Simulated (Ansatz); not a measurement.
Space group C2/m (No. 12). a = 5.881 Å, b = 3.387 Å, c = 7.382 Å, α = 90.00°, β = 108.05°, γ = 90.00°
```
atom site symmetry x y z
   F    4i m  0.5780  0.5000  0.0949
   F    4i m  0.9995  0.5000  0.5958
```

Equation of state of this F structure (not necessarily the ground state), with shape and atoms relaxed at each volume where symmetry leaves them free. Method: DFT PBE+D3(BJ), scalar-relativistic, plane waves, PAW in Ansatz.

Settings: cutoff 420 eV, Γ-centred mesh 8×8×4 on the computed 4-atom cell, Gaussian smearing of 0.02 eV; no spin polarisation.

```json
{"V (Å³/atom)": "15.377", "E − E(largest V) (meV/atom)": "2.52", "P (GPa)": "0.63", "gap on mesh (eV)": "2.68"}
{"V (Å³/atom)": "15.901", "E − E(largest V) (meV/atom)": "0.83", "P (GPa)": "0.41", "gap on mesh (eV)": "2.73"}
{"V (Å³/atom)": "16.425", "E − E(largest V) (meV/atom)": "-0.35", "P (GPa)": "0.24", "gap on mesh (eV)": "2.77"}
{"V (Å³/atom)": "16.949", "E − E(largest V) (meV/atom)": "-0.91", "P (GPa)": "0.11", "gap on mesh (eV)": "2.81"}
{"V (Å³/atom)": "17.474", "E − E(largest V) (meV/atom)": "-1.16", "P (GPa)": "0.01", "gap on mesh (eV)": "2.85"}
{"V (Å³/atom)": "17.998", "E − E(largest V) (meV/atom)": "-0.95", "P (GPa)": "-0.08", "gap on mesh (eV)": "2.87"}
{"V (Å³/atom)": "18.522", "E − E(largest V) (meV/atom)": "-0.59", "P (GPa)": "-0.16", "gap on mesh (eV)": "2.90"}
{"V (Å³/atom)": "19.221", "E − E(largest V) (meV/atom)": "0.00", "P (GPa)": "-0.23", "gap on mesh (eV)": "2.94"}
```

Question: Fit a third-order Birch–Murnaghan equation to E(V).

Answer: V0 = 17.51 Å³/atom, B0 = 3 GPa, B0' = 9.1. B0' is unusual or poorly fixed by this range.